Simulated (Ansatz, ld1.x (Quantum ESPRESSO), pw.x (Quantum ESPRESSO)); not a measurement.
What a changed setting does to a pw.x run (fcc Si)

Potential: norm-conserving Troullier–Martins (Kleinman–Bylander form), ld1.x (Quantum ESPRESSO) 7.5, PBE; core [Ne], reference 3s2 3p0; waves: 3p (bound, empty): rc 1.60 bohr; 3d channel at 0.05 Ry: rc 1.70 bohr; 3s (bound): rc 1.55 bohr; local part: the s channel; core correction: none.

The reference run (k-mesh 15³, cutoffs 50/200 Ry, Fermi–Dirac 0.01 Ry, mixing_beta 0.4, conv_thr 1e-9, no spin) gives 0.99 GPa at 14.425 Å³/atom, where all-electron LAPW gives 0.32 GPa. This run, with its own iteration cap, changes mixing_mode to TF.

```
&control
  calculation='scf', prefix='x', pseudo_dir='./', outdir='./tmp', tstress=.true., disk_io='none'
/
&system
  ibrav=0, nat=1, ntyp=1, ecutwfc=50, ecutrho=200, nbnd=9,
  occupations='smearing', smearing='fd', degauss=0.01
/
&electrons
  conv_thr=1e-09, mixing_beta=0.4, electron_maxstep=60, mixing_mode='TF'
/
ATOMIC_SPECIES
Si 1.0 Si.UPF
CELL_PARAMETERS angstrom
  0.00000000 1.93209559 1.93209559
  1.93209559 0.00000000 1.93209559
  1.93209559 1.93209559 0.00000000
ATOMIC_POSITIONS crystal
Si 0.0000 0.0000 0.0000
K_POINTS automatic
15 15 15 0 0 0
```

```bash
pw.x < Si.scf.in > Si.scf.out
```

**Question.** How does the run end?

**Answer.** It converges in 9 iterations; the free energy moves by +0.0 meV/atom and the pressure by +0.00 GPa. The result is that of the reference run.

```
Message from routine setup:
     using ibrav=0 with symmetry is DISCOURAGED, use correct ibrav instead
     lattice parameter (alat)  =       5.1635  a.u.
     unit-cell volume          =      97.3447 (a.u.)^3
     number of electrons       =         4.00
     number of Kohn-Sham states=            9
     kinetic-energy cutoff     =      50.0000  Ry
     charge density cutoff     =     200.0000  Ry
     scf convergence threshold =      1.0E-09
     Exchange-correlation= PBE
     number of k points=   120  Fermi-Dirac smearing, width (Ry)=  0.0100
     iteration #  1     ecut=    50.00 Ry     beta= 0.40
     total energy              =      -7.86412886 Ry
     estimated scf accuracy    <       0.14035506 Ry
     iteration #  2     ecut=    50.00 Ry     beta= 0.40
     total energy              =      -7.84206319 Ry
     estimated scf accuracy    <       0.07491299 Ry
     iteration #  3     ecut=    50.00 Ry     beta= 0.40
     total energy              =      -7.84544790 Ry
     estimated scf accuracy    <       0.00038319 Ry
     [... 3 iterations left out ...]
     iteration #  7     ecut=    50.00 Ry     beta= 0.40
     total energy              =      -7.84565280 Ry
     estimated scf accuracy    <       0.00000002 Ry
     iteration #  8     ecut=    50.00 Ry     beta= 0.40
     total energy              =      -7.84565281 Ry
     estimated scf accuracy    <       0.00000002 Ry
     iteration #  9     ecut=    50.00 Ry     beta= 0.40
     the Fermi energy is    10.7962 ev
!    total energy              =      -7.84565281 Ry
     estimated scf accuracy    <          1.2E-11 Ry
     smearing contrib. (-TS)   =      -0.00201302 Ry
     The total energy is F=E-TS. E is the sum of the following terms:
     one-electron contribution =       4.61647441 Ry
     hartree contribution      =       0.03040373 Ry
     xc contribution           =      -2.44461936 Ry
     ewald contribution        =     -10.04589857 Ry
     convergence has been achieved in   9 iterations
          total   stress  (Ry/bohr**3)                   (kbar)     P=        9.93
     Message from routine punch:
     Nothing written, as per user request (disk_io='none')
```

The run took about 8.2 s on one core of a shared host (Neoverse-V1, 32 threads, 247 GiB, load 13).
